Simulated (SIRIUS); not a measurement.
Write the native input for SIRIUS 7.12.0 that does the following.

* Task: single point
* Functional: PBE
* Potentials or basis: SPMS 1.0 PBE (norm-conserving)
* Cutoff: 1152 eV
* Density cutoff: 4606 eV
* k mesh: 3 × 3 × 2
* Occupations: fermi-dirac, width 0.05 eV
* Spin: no spin polarisation
* Libxc names: ["XC_GGA_X_PBE", "XC_GGA_C_PBE"]
* Energy tol: 1e-08 Ha
* Density tol: 1e-06
* Mixer: anderson
* Mixing beta: 0.7
* Max scf: 100
* Radial cutoff for the potentials' integrals: 6.5 bohr

Crystal: SiO2.

```
CELL_PARAMETERS angstrom
4.97559 0.00000 0.00000
0.00000 4.97559 0.00000
0.00000 0.00000 6.90089
ATOMIC_POSITIONS crystal
Si 0.80325 0.80325 0.50000
Si 0.69675 0.30325 0.25000
Si 0.30325 0.69675 0.75000
Si 0.19675 0.19675 0.00000
O 0.76176 0.11039 0.43204
O 0.88961 0.23824 0.06796
O 0.11039 0.76176 0.56796
O 0.26176 0.38961 0.81796
O 0.23824 0.88961 0.93204
O 0.73824 0.61039 0.31796
O 0.38961 0.26176 0.18204
O 0.61039 0.73824 0.68204
```

The cell comes from a database or a generator and needn't be the stable form of this composition.

These files were run (other wordings do the same):

sirius.json

```json
{
  "control": {
    "processing_unit": "cpu",
    "verbosity": 2,
    "num_bands_to_print": 44,
    "print_forces": true,
    "print_stress": true
  },
  "parameters": {
    "electronic_structure_method": "pseudopotential",
    "xc_functionals": ["XC_GGA_X_PBE", "XC_GGA_C_PBE"],
    "gk_cutoff": 9.2,
    "pw_cutoff": 18.4,
    "ngridk": [3, 3, 2],
    "shiftk": [0, 0, 0],
    "smearing": "fermi_dirac",
    "smearing_width": 0.0018374661,
    "num_bands": 44,
    "num_mag_dims": 0,
    "num_dft_iter": 100,
    "energy_tol": 1e-08,
    "density_tol": 1e-06
  },
  "iterative_solver": {
    "type": "davidson",
    "min_tolerance": 1e-10
  },
  "mixer": {
    "type": "anderson",
    "beta": 0.7,
    "max_history": 8
  },
  "settings": {
    "tol_ne": 1e-10,
    "pseudo_grid_cutoff": 6.5
  },
  "unit_cell": {
    "lattice_vectors": [
      [1.0, 0.0, 0.0],
      [0.0, 1.0, 0.0],
      [0.0, 0.0, 1.386949301811]
    ],
    "lattice_vectors_scale": 9.4025001785,
    "atom_coordinate_units": "lattice",
    "atom_types": ["Si", "O"],
    "atom_files": {
      "O": "O.json",
      "Si": "Si.json"
    },
    "atoms": {
      "Si": [
        [0.80324656, 0.80324656, 0.5],
        [0.69675344, 0.30324656, 0.25],
        [0.30324656, 0.69675344, 0.75],
        [0.19675344, 0.19675344, 0.0]
      ],
      "O": [
        [0.76175763, 0.11038707, 0.43204156],
        [0.88961293, 0.23824237, 0.06795844],
        [0.11038707, 0.76175763, 0.56795844],
        [0.26175763, 0.38961293, 0.81795844],
        [0.23824237, 0.88961293, 0.93204156],
        [0.73824237, 0.61038707, 0.31795844],
        [0.38961293, 0.26175763, 0.18204156],
        [0.61038707, 0.73824237, 0.68204156]
      ]
    }
  }
}
```

Potentials or basis: SPMS 1.0 PBE (norm-conserving).

Launch:

```bash
$ upf_to_json 08_O_6_1.2_1.4_pbe_n_v1.0.upf
$ upf_to_json 14_Si_4_1.9_1.9_pbe_n_v1.0.upf
$ OMP_NUM_THREADS=4 sirius.scf --input=sirius.json --output=out.json --task=0
```

It gave:

The pressure is 4.3 GPa. The largest force is 0.239 eV/Å. The band gap on the k mesh is 5.77 eV, direct.

Caveat: the k mesh is coarse (spacing up to 0.46 Å⁻¹), so the values aren't converged.

It took 37 s on 4 threads of Intel(R) Xeon(R) Platinum 8488C (Sapphire Rapids), with other jobs on the host, peak memory 0.77 GiB.
